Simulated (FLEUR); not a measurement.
# InPd (Pm-3m) in FLEUR: a series of runs

One crystal, InPd, is run at these levels: PBEsol; tasks: single point.

Everything below comes from runs of FLEUR MaX-R8.1 (later development tree). Logs are shortened: lines on timing, memory, paths and dates and some standing lists are left out, and cuts for length are marked.

### Step 1. The structure

It takes space group Pm-3m (No. 221, cubic). The conventional cell has a = 3.159 Å, b = 3.159 Å, c = 3.159 Å, α = 90.00°, β = 90.00°, γ = 90.00°. In (site symmetry m-3m) has 8 Pd at 2.74 Å as nearest neighbours. Pd (site symmetry m-3m) has 8 In at 2.74 Å as nearest neighbours.

The cell comes from a database or a generator and needn't be the stable form of this composition.

### Step 2. Single point, PBEsol

The input, inp.xml:

```xml
<?xml version="1.0" encoding="UTF-8" standalone="no"?>
<fleurInput fleurInputVersion="0.39">
   <comment>
      InPd                                                                                                
   </comment>
   <calculationSetup>
      <cutoffs Kmax="4.54" Gmax="14.1" GmaxXC="14.1" numbands="0"/>
      <scfLoop itmax="60" minDistance="0.00001" maxIterBroyd="15" imix="Anderson" alpha="0.05" precondParam="0.0" spinf="2.0" sdNocoIR="T"/>
      <coreElectrons ctail="T" frcor="F" kcrel="0" coretail_lmax="0"/>
      <xcFunctional name="PBEs" relativisticCorrections="F"/>
      <magnetism jspins="1"/>
      <soc l_soc="F" theta="0.0" phi="0.0" spav="F"/>
      <expertModes spex="0" secvar="F"/>
      <geometryOptimization l_f="F" forcealpha="1.0" forcemix="BFGS" epsdisp="0.00001" epsforce="0.00001"/>
      <ldaU l_linMix="F" mixParam="0.05" spinf="1.0"/>
   </calculationSetup>
   <cell>
      <bzIntegration valenceElectrons="39.0" mode="hist" fermiSmearingEnergy="0.00183747">
         <kPointListSelection listName="default-1"/>
         <!-- k-points included here -->
         <xi:include xmlns:xi="http://www.w3.org/2001/XInclude" href="kpts.xml"> </xi:include>
      </bzIntegration>
      <!-- symmetry operations included here -->
      <xi:include xmlns:xi="http://www.w3.org/2001/XInclude" href="sym.xml"> </xi:include>
      <bulkLattice scale="1.0">
         <bravaisMatrix>
            <row-1>    5.9695881787244449     0.0000000000000000     0.0000000000000000</row-1>
            <row-2>    0.0000000000000000     5.9695881787244449     0.0000000000000000</row-2>
            <row-3>    0.0000000000000000     0.0000000000000000     5.9695881787244449</row-3>
         </bravaisMatrix>
      </bulkLattice>
   </cell>
   <atomSpecies>
      <species name="Indium (In)" element="In" atomicNumber="49">
         <mtSphere radius="2.16" gridPoints="751" logIncrement="0.017"/>
         <atomicCutoffs lmax="9" lnonsphr="9"/>
         <electronConfig flipSpins="F">
            <coreConfig>(1s1/2) (2s1/2) (2p1/2) (2p3/2) (3s1/2) (3p1/2) (3p3/2) (3d3/2) (3d5/2)</coreConfig>
            <valenceConfig>(4s1/2) (4p1/2) (4p3/2) (5s1/2) (4d3/2) (4d5/2) (5p1/2) (5p3/2)</valenceConfig>
            <stateOccupation state="(5p1/2)" spinUp="0.166667" spinDown="0.166667"/>
            <stateOccupation state="(5p3/2)" spinUp="0.333333" spinDown="0.333333"/>
         </electronConfig>
         <energyParameters s="5" p="5" d="4" f="4"/>
         <lo type="SCLO" l="0" n="4" eDeriv="0"/>
         <lo type="SCLO" l="1" n="4" eDeriv="0"/>
         <lo type="SCLO" l="1" n="4" eDeriv="1"/>
         <lo type="SCLO" l="2" n="4" eDeriv="2"/>
         <lo type="SCLO" l="3" n="4" eDeriv="2"/>
      </species>
      <species name="Palladium (Pd)" element="Pd" atomicNumber="46">
         <mtSphere radius="2.4" gridPoints="833" logIncrement="0.015"/>
         <atomicCutoffs lmax="10" lnonsphr="10"/>
         <electronConfig flipSpins="F">
            <coreConfig>(1s1/2) (2s1/2) (2p1/2) (2p3/2) (3s1/2) (3p1/2) (3p3/2) (3d3/2) (3d5/2)</coreConfig>
            <valenceConfig>(4s1/2) (4p1/2) (4p3/2) (5s1/2) (4d3/2) (4d5/2)</valenceConfig>
            <stateOccupation state="(5s1/2)" spinUp="0.500000" spinDown="0.500000"/>
            <stateOccupation state="(4d3/2)" spinUp="1.800000" spinDown="1.800000"/>
            <stateOccupation state="(4d5/2)" spinUp="2.700000" spinDown="2.700000"/>
         </electronConfig>
         <energyParameters s="5" p="5" d="4" f="4"/>
         <lo type="SCLO" l="0" n="4" eDeriv="0"/>
         <lo type="SCLO" l="1" n="4" eDeriv="0"/>
         <lo type="SCLO" l="1" n="4" eDeriv="1"/>
         <lo type="SCLO" l="2" n="4" eDeriv="2"/>
         <lo type="SCLO" l="3" n="4" eDeriv="2"/>
      </species>
   </atomSpecies>
   <atomGroups>
      <atomGroup species="Indium (In)">
         <relPos label="                   1">.0000000000 .0000000000 .0000000000</relPos>
         <force calculate="T" relaxXYZ="TTT"/>
      </atomGroup>
      <atomGroup species="Palladium (Pd)">
         <relPos label="                   2">1.000/2.000 1.000/2.000 1.000/2.000</relPos>
         <force calculate="T" relaxXYZ="TTT"/>
      </atomGroup>
   </atomGroups>
   <output dos="F" band="F" slice="F">
      <checks vchk="F" cdinf="F"/>
      <bandDOS minEnergy="-.5*Htr" maxEnergy="0.5*Htr" sigma="0.015" storeEVData="T"/>
      <vacuumDOS vacdos="F" integ="F" star="F" nstars="0" locx1="0.0" locy1="0.0" locx2="0.0" locy2="0.0" nstm="0" tworkf="0.0"/>
      <unfoldingBand unfoldBand="F" supercellX="1" supercellY="1" supercellZ="1"/>
      <plotting iplot="0" polar="F">
         <plot TwoD="T" vec1="  1.0  0.0  0.0" vec2="  0.0  1.0  0.0" vec3="  0.0  0.0  1.0" zero="  0.0  0.0  0.0" file="plot"/>
      </plotting>
      <chargeDensitySlicing numkpt="0" minEigenval="0.0" maxEigenval="0.0" nnne="0" pallst="F"/>
      <specialOutput eonly="F"/>
      <moessbauerParams electricFieldGradient="T" isomerShift="T" coreHyperfine="T" valenceHyperfine="T"/>
      <magneticCircularDichroism mcd="F" energyLo="-10.0" energyUp="0.0"/>
   </output>
  <!-- We include the file relax.xml here to enable relaxations (see documentation) -->
  <xi:include xmlns:xi="http://www.w3.org/2001/XInclude" href="relax.xml"> <xi:fallback/> </xi:include>
</fleurInput>
```

The input, crystal.txt:

```
InPd
&input cartesian=F /
3.1589700227  0.0000000000  0.0000000000
0.0000000000  3.1589700227  0.0000000000
0.0000000000  0.0000000000  3.1589700227
1.8897261246
1.0 1.0 1.0

2
49 0.0000000000  0.0000000000  0.0000000000
46 0.5000000000  0.5000000000  0.5000000000

&kpt div1=8 div2=8 div3=8 gamma=T /
```

Potentials or basis: all-electron, FLAPW.

Run with:

```bash
$ inpgen -f crystal.txt -profile fastHighL
$ # inp.xml edited to the form shown
$ fleur_MPI
```

The program printed:

```text
Welcome to FLEUR        (www.flapw.de)
      MaX-Release 8.1          (www.max-centre.eu)

 ========== k-point set info ==========
 Selected k-point list: default-1
 k-point list type: mesh
 8 x 8 x 8
 Number of k points: 35

 ------------Calculation Setup---------------------------
 Number of MPI-tasks      :            1
 Number of PE/node        :            1
 Number of OMP-threads    :            1
 Most efficient MPI parallelization for:
           1           5           7          35
 Additional eigenvalue parallelization possible
 Number of basis functions:          426
 Approximate size of matrices (H+S) per k-point:         0.003 GB
 --------------------------------------------------------
 Iteration:     1   Distance:       8.26896877 me/bohr^3
 Iteration:     2   Distance:       7.36789517 me/bohr^3
 Iteration:     3   Distance:       3.67225357 me/bohr^3
 Iteration:     4   Distance:       1.95142767 me/bohr^3
 Iteration:     5   Distance:       0.76811072 me/bohr^3
 Iteration:     6   Distance:       0.31642247 me/bohr^3
 Iteration:     7   Distance:       0.06120097 me/bohr^3
 Iteration:     8   Distance:       0.05951265 me/bohr^3
 Iteration:     9   Distance:       0.00880356 me/bohr^3
 Iteration:    10   Distance:       0.00303585 me/bohr^3
 Iteration:    11   Distance:       0.00088398 me/bohr^3
 Iteration:    12   Distance:       0.00044337 me/bohr^3
 Iteration:    13   Distance:       0.00023379 me/bohr^3
 Iteration:    14   Distance:       0.00000675 me/bohr^3

 ********************************************************************
 Run finished successfully
 Stop message:
   all done
 ********************************************************************
```

out.xml (last iteration):

```text
<iteration numberForCurrentRun="   14" overallNumber="   14">
         <energyParameters units="Htr">
            <atomicEP atomType="1" spin="1" branch="5s" branchLowest="-3.73" branchHighest="2.15" value="0.1509244603"/>
            <atomicEP atomType="1" spin="1" branch="5p" branchLowest="-2.19" branchHighest="2.99" value="0.3029477765"/>
            <atomicEP atomType="1" spin="1" branch="4d" branchLowest="-15.24" branchHighest="0.13" value="-0.0399679092"/>
            <atomicEP atomType="1" spin="1" branch="4f" branchLowest="-9.99" branchHighest="2.58" value="0.6152115413"/>
            <loAtomicEP atomType="1" spin="1" branch="4s" branchLowest="-28.29" branchHighest="-3.73" value="-3.7464983065"/>
            <loAtomicEP atomType="1" spin="1" branch="4p" branchLowest="-23.17" branchHighest="-2.19" value="-2.2296813056"/>
            <loAtomicEP atomType="1" spin="1" branch="4p" branchLowest="-23.17" branchHighest="-2.19" value="-2.2296813056"/>
            <loAtomicEP atomType="1" spin="1" branch="4d" branchLowest="-15.24" branchHighest="0.13" value="-0.0501202379"/>
            <loAtomicEP atomType="1" spin="1" branch="4f" branchLowest="-9.99" branchHighest="2.58" value="0.6152132499"/>
            <atomicEP atomType="2" spin="1" branch="5s" branchLowest="-2.61" branchHighest="2.04" value="0.3295644316"/>
            <atomicEP atomType="2" spin="1" branch="5p" branchLowest="-1.33" branchHighest="2.75" value="0.4626174778"/>
            <atomicEP atomType="2" spin="1" branch="4d" branchLowest="-11.45" branchHighest="0.59" value="0.3693936083"/>
            <atomicEP atomType="2" spin="1" branch="4f" branchLowest="-9.99" branchHighest="2.55" value="0.7580790049"/>
            <loAtomicEP atomType="2" spin="1" branch="4s" branchLowest="-22.83" branchHighest="-2.61" value="-2.6173536966"/>
            <loAtomicEP atomType="2" spin="1" branch="4p" branchLowest="-18.43" branchHighest="-1.33" value="-1.3646571326"/>
            <loAtomicEP atomType="2" spin="1" branch="4p" branchLowest="-18.43" branchHighest="-1.33" value="-1.3646571326"/>
            <loAtomicEP atomType="2" spin="1" branch="4d" branchLowest="-11.45" branchHighest="0.59" value="0.3644224201"/>
            <loAtomicEP atomType="2" spin="1" branch="4f" branchLowest="-9.99" branchHighest="2.55" value="0.7580811008"/>
         </energyParameters>
         <eigenvalues>
            <eigenvaluesAt spin="1" ikpt="1" k_x="0.00000000" k_y="0.00000000" k_z="0.00000000">
                      -3.7464694981       -2.6174957726       -2.2220658837       -2.2220658837       -2.2220658837
                      -1.3595363760       -1.3595363760       -1.3595363760       -0.0610345125       -0.0610345125
                      -0.0404040908       -0.0404040908       -0.0404040908        0.0925428639        0.3374198323
                       0.3374198323        0.4047630205        0.4047630205        0.4047630205        0.6574246186
                       0.6574246186        0.6574246186        0.8960654058        0.9146207449        0.9146207449
                       1.0884281336        1.0884281336        1.0884281336        1.3286697978        1.3286697978
            </eigenvaluesAt>
            <eigenvaluesAt spin="1" ikpt="2" k_x="0.00000000" k_y="0.00000000" k_z="0.12500000">
                      -3.7464672560       -2.6174820557       -2.2221125328       -2.2220618627       -2.2220618627
                      -1.3598134819       -1.3595182094       -1.3595182094       -0.0605359949       -0.0584846911
                      -0.0411482096       -0.0411482096       -0.0401354456        0.1025538653        0.3371369067
                       0.3390111248        0.3966009674        0.3966009674        0.4040999001        0.6021897679
                       0.6781816919        0.6781816919        0.9028248247        0.9089166432        0.9775054588
                       1.0746065951        1.0935839171        1.0935839171        1.2197592720        1.2735594304
            </eigenvaluesAt>
            <eigenvaluesAt spin="1" ikpt="3" k_x="0.00000000" k_y="0.00000000" k_z="0.25000000">
[... 41 lines left out ...]
            <state n="2" l="1" j="0.5" energy="-119.6280676460" weight="1.0000000000"/>
            <state n="2" l="1" j="1.5" energy="-113.7753470239" weight="2.0000000000"/>
            <state n="3" l="0" j="0.5" energy="-22.8305964522" weight="1.0000000000"/>
            <state n="3" l="1" j="0.5" energy="-19.1360202621" weight="1.0000000000"/>
            <state n="3" l="1" j="1.5" energy="-18.1156938072" weight="2.0000000000"/>
            <state n="3" l="2" j="1.5" energy="-11.5690024138" weight="2.0000000000"/>
            <state n="3" l="2" j="2.5" energy="-11.3654560649" weight="3.0000000000"/>
         </coreStates>
         <allElectronCharges>
            <spinDependentCharge spin="1" total="95.0000000" interstitial="3.8982122" mtSpheres="91.1017878"/>
            <totalCharge value="94.9999999974"/>
         </allElectronCharges>
         <moessbauerParams unitsHFF="kG" unitsIS="e/bohr^3" unitsEFG="Htr/bohr^2">
            <coreIsomerShift atomType="1" isTotal="176714.35501">
               <shell n="1" l="0" isomerShift="154759.33930"/>
               <shell n="2" l="0" isomerShift="17993.13550"/>
               <shell n="2" l="1" isomerShift="413.73282"/>
               <shell n="3" l="0" isomerShift="3462.35491"/>
               <shell n="3" l="1" isomerShift="85.79246"/>
               <shell n="3" l="2" isomerShift="0.00001"/>
            </coreIsomerShift>
            <coreIsomerShift atomType="2" isTotal="134099.17261">
               <shell n="1" l="0" isomerShift="117893.64604"/>
               <shell n="2" l="0" isomerShift="13384.97772"/>
               <shell n="2" l="1" isomerShift="266.55337"/>
               <shell n="3" l="0" isomerShift="2500.74669"/>
               <shell n="3" l="1" isomerShift="53.24879"/>
               <shell n="3" l="2" isomerShift="0.00001"/>
            </coreIsomerShift>
            <isomerShift atomType="1" nucleusRadius="0.0001148" averageDensity="177440.08998"/>
            <isomerShift atomType="2" nucleusRadius="0.0001119" averageDensity="134582.68186"/>
            <electricFieldGradient atomType="1" VXX="0.00000" VYY="0.00000" VZZ="0.00000" asymParam="0.00000">
            </electricFieldGradient>
            <electricFieldGradient atomType="2" VXX="0.00000" VYY="0.00000" VZZ="0.00000" asymParam="0.00000">
            </electricFieldGradient>
         </moessbauerParams>
         <totalEnergy                                    value="   -10925.2498464827" units="Htr">
            <sumOfEigenvalues                            value="    -6533.4035574691">
               <coreElectrons value="-6503.2789771499"/>
               <valenceElectrons value="-30.1245803192"/>
            </sumOfEigenvalues>
            <densityCoulombPotentialIntegral value="-17586.3091349762"/>
            <densityEffectivePotentialIntegral value="-17979.6532457384"/>
            <chargeDenXCDenIntegral value="-299.2391840806"/>
            <FockExchangeEnergyValence value="0.0000000000"/>
            <FockExchangeEnergyCore value="0.0000000000"/>
            <atomTypeDependentContributions atomType="1">
               <electronNucleiInteractionDifferentMTs value="7115.1385118844"/>
               <MadelungTerm value="-36.8710245992"/>
            </atomTypeDependentContributions>
            <atomTypeDependentContributions atomType="2">
               <electronNucleiInteractionDifferentMTs value="6104.6623980420"/>
               <MadelungTerm value="-22.4338486578"/>
            </atomTypeDependentContributions>
            <tkbTimesEntropy value="0.0003446862"/>
            <freeEnergy value="-10925.2501911689"/>
            <extrapolationTo0K value="-10925.2500188258"/>
         </totalEnergy>
         <densityConvergence units="me/bohr^3">
            <chargeDensity spin="1" distance="0.0000067463"/>
         </densityConvergence>
      </iteration>
```

Run time: 33 s. Hardware: 1 thread of Arm Neoverse V2, shared host; peak memory 0.07 GiB.

Results:

- Free energy: -297291.2028 eV
- Band gap on the k mesh: none (metal or under the smearing width)
- Valence electrons inside the program's atomic spheres: In 18.37; Pd 16.74 (radii In 2.16, Pd 2.4 bohr)

Levels at points of the mesh, in eV from the Fermi level:
| k point | band 18 | band 19 | band 20 | band 21 | band 22 | band 23 |
| --- | --- | --- | --- | --- | --- | --- |
| (0.00, 0.00, 0.00) | -2.43 | -2.43 | 4.44 | 4.44 | 4.44 | 10.94 |
| (0.00, 0.00, 0.50) | -3.64 | -2.56 | -1.10 | 10.35 | 10.58 | 10.58 |
| (0.00, 0.50, 0.50) | -2.68 | -2.68 | -1.77 | 2.10 | 2.92 | 10.28 |
| (0.50, 0.50, 0.50) | -1.72 | 0.42 | 4.02 | 4.02 | 4.02 | 4.93 |

Core levels (eV from the Fermi level):
| atom | levels |
| --- | --- |
| 1 In | 1s1/2 -27718.2, 2s1/2 -4145.9, 2p1/2 -3866.6, 2p3/2 -3655.9, 3s1/2 -783.2, 3p1/2 -670.5, 3p3/2 -632.4, 3d3/2 -432.9, 3d5/2 -425.1 |
| 2 Pd | 1s1/2 -24138.6, 2s1/2 -3523.5, 2p1/2 -3268.7, 2p3/2 -3109.4, 3s1/2 -634.7, 3p1/2 -534.2, 3p3/2 -506.4, 3d3/2 -328.3, 3d5/2 -322.7 |

### Step 3. Single point, PBEsol

This run uses another cell than the first one, of 14.89 Å³/atom, 0.944 times its volume.

inp.xml, as its differences from that of step 2:

```diff
@@ -26,5 +26,5 @@
          <bravaisMatrix>
-            <row-1>    5.9695881787244449     0.0000000000000000     0.0000000000000000</row-1>
-            <row-2>    0.0000000000000000     5.9695881787244449     0.0000000000000000</row-2>
-            <row-3>    0.0000000000000000     0.0000000000000000     5.9695881787244449</row-3>
+            <row-1>    5.8569274411287067     0.0000000000000000     0.0000000000000000</row-1>
+            <row-2>    0.0000000000000000     5.8569274411287067     0.0000000000000000</row-2>
+            <row-3>    0.0000000000000000     0.0000000000000000     5.8569274411287067</row-3>
          </bravaisMatrix>
@@ -34,3 +34,3 @@
       <species name="Indium (In)" element="In" atomicNumber="49">
-         <mtSphere radius="2.16" gridPoints="751" logIncrement="0.017"/>
+         <mtSphere radius="2.16" gridPoints="737" logIncrement="0.017"/>
          <atomicCutoffs lmax="9" lnonsphr="9"/>
@@ -50,3 +50,3 @@
       <species name="Palladium (Pd)" element="Pd" atomicNumber="46">
-         <mtSphere radius="2.4" gridPoints="833" logIncrement="0.015"/>
+         <mtSphere radius="2.4" gridPoints="817" logIncrement="0.016"/>
          <atomicCutoffs lmax="10" lnonsphr="10"/>
```

The input, crystal.txt:

```
InPd
&input cartesian=F /
3.0993525278  0.0000000000  0.0000000000
0.0000000000  3.0993525278  0.0000000000
0.0000000000  0.0000000000  3.0993525278
1.8897261246
1.0 1.0 1.0

2
49 0.0000000000  0.0000000000  0.0000000000
46 0.5000000000  0.5000000000  0.5000000000

&kpt div1=8 div2=8 div3=8 gamma=T /
```

Potentials or basis: all-electron, FLAPW.

Run with:

```bash
$ inpgen -f crystal.txt -profile fastHighL
$ # inp.xml edited to the form shown
$ fleur_MPI
```

Run time: 31 s. Hardware: 1 thread of Arm Neoverse V2, shared host; peak memory 0.07 GiB.

The run converged. Its results:

```
Free energy                                           : -297290.9757 eV
Band gap on the k mesh                                : none (metal or under the smearing width)
Valence electrons inside the program's atomic spheres : In 18.41; Pd 16.82 (radii In 2.16, Pd 2.4 bohr)
```

Levels at points of the mesh, in eV from the Fermi level:
| k point | band 18 | band 19 | band 20 | band 21 | band 22 | band 23 |
| --- | --- | --- | --- | --- | --- | --- |
| (0.00, 0.00, 0.00) | -2.60 | -2.60 | 4.53 | 4.53 | 4.53 | 11.78 |
| (0.00, 0.00, 0.50) | -3.94 | -2.76 | -1.16 | 10.54 | 11.13 | 11.13 |
| (0.00, 0.50, 0.50) | -2.94 | -2.94 | -1.89 | 2.42 | 3.15 | 10.70 |
| (0.50, 0.50, 0.50) | -1.83 | 0.67 | 4.11 | 4.11 | 4.11 | 5.18 |

Core levels (eV from the Fermi level):
```csv
atom,levels
1 In,"1s1/2 -27718.3, 2s1/2 -4146.0, 2p1/2 -3866.7, 2p3/2 -3656.0, 3s1/2 -783.3, 3p1/2 -670.6, 3p3/2 -632.5, 3d3/2 -433.0, 3d5/2 -425.2"
2 Pd,"1s1/2 -24138.8, 2s1/2 -3523.6, 2p1/2 -3268.8, 2p3/2 -3109.6, 3s1/2 -634.9, 3p1/2 -534.3, 3p3/2 -506.6, 3d3/2 -328.4, 3d5/2 -322.9"
```

(Continued in part 2 of 2.)
